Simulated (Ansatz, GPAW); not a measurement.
# CoO: programs and potentials compared

```
Co O
1.0
     1.50547    0.86918    2.43993
    -1.50547    0.86918    2.43993
     0.00000   -1.73837    2.43993
Co O
1 1
Cartesian
  0.0000 0.0000 0.0000
  0.0000 0.0000 3.6599
```

The cell is a database's computed one, not the measured one.

Alike in all runs: task single point; functional LDA; k mesh 11 × 11 × 11; occupations gaussian, width 0.05 eV; collinear spin, ferromagnetic start; no spin-orbit coupling. LDA stands for any of its common fits. Pressure is positive in compression and, in plane waves, holds the error of the finite cutoff, which Ansatz's Pulay term estimates and takes out.

| program and potentials | plane-wave cutoff (eV) | notes | pressure (GPa) | net moment per atom (μB) |
| --- | --- | --- | --- | --- |
| Ansatz, Ansatz PAW | 420 | potentials made for PBE, which Ansatz adapts in part; 11.5 valence electrons an atom on average; Pulay term of +0.99 GPa included | -18.05 | 1.43 |
| GPAW, the program's PAW data sets (release 1.2.1) made for this functional | 800 | 7.5 valence electrons an atom on average | -17.37 | 1.42 |
| Ansatz, all-electron LAPW, scalar-relativistic | - | - | -18.15 | 1.42 |

The pressure spans -18.15 (Ansatz, all-electron LAPW, scalar-relativistic) to -17.37 GPa (GPAW, the program's PAW data sets (release 1.2.1) made for this functional), with all-electron results at -18.15. The net moment per atom spans 1.42 (GPAW, the program's PAW data sets (release 1.2.1) made for this functional) to 1.43 μB (Ansatz, Ansatz PAW), with all-electron results at 1.42. The cell lies far from this level's equilibrium. The state is the one that the start led to, which needn't be the lowest.

Differences between rows come from potentials, basis sets and numerical settings, since the functional is the same but for its coding. Runs on potential files found faulty are left out.
